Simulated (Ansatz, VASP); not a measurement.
# One calculation of Zn, two programs

File INCAR:

```
PREC = Accurate ; ENCUT = 520
EDIFF = 1E-6 ; ISMEAR = -1
SIGMA = 0.1 ; LREAL = F
LASPH = T ; NELM = 100
ALGO = Normal ; ISIF = 2
LWAVE = F ; LCHARG = F
NBANDS = 19
```

Contents of KPOINTS:

```
regular mesh
0
Gamma
  23 23 11
```

File POSCAR:

```
Zn
1.0
    2.5709734941      0.0000000000      0.0000000000
   -1.2854867470      2.2265283583      0.0000000000
    0.0000000000      0.0000000000      4.7361908757
Zn
2
Direct
    0.3333333333      0.6666666667      0.2500000000
    0.6666666667      0.3333333333      0.7500000000
```

Input for Ansatz:

```yaml
crystal:
  lattice:
    - [2.5709734941, 0.0, 0.0]
    - [-1.285486747, 2.2265283583, 0.0]
    - [0.0, 0.0, 4.7361908757]
  atoms:
    - { symbol: Zn, position: [0.3333333333, 0.6666666667, 0.25] }
    - { symbol: Zn, position: [0.6666666667, 0.3333333333, 0.75] }
hamiltonian:
  xc: lda
  pseudopotentials:
    kind: paw
    azcp:
      Zn: "pseudopotentials/Zn.paw.azcp"
basis:
  ecutwfc: 420
  fft_grid_basis: typed
kpoints:
  mp_grid: { grid: [23, 23, 11], shift: [0, 0, 0] }
magnetization:
  spin_polarized: false
scf:
  occupations: { method: fermi_dirac, width: 0.1 }
  lower_state_search: "off"
output:
  stress: true
```

Alike in both runs: task single point; functional LDA; k mesh 23 × 23 × 11; occupations fermi-dirac, width 0.1 eV; no spin polarisation.

|  | VASP | Ansatz |
| --- | --- | --- |
| version | VASP 6.6.1 | Ansatz 0.2.0 |
| potentials or method | VASP PAW LDA potentials, release 64 (Zn) | plane waves (420 eV) with PAW, scalar-relativistic |
| plane-wave cutoff (eV) | 520 | 420 |
| valence electrons in the cell | 24 | 24 |

|  | VASP | Ansatz | Ansatz less VASP |
| --- | --- | --- | --- |
| pressure (GPa) | 0.8 | 0.0 | -0.72 |
| largest component of the traceless stress (GPa) | 0.29 | 0.06 | -0.229 |

Ansatz warned: «pseudo_functional_mismatch».
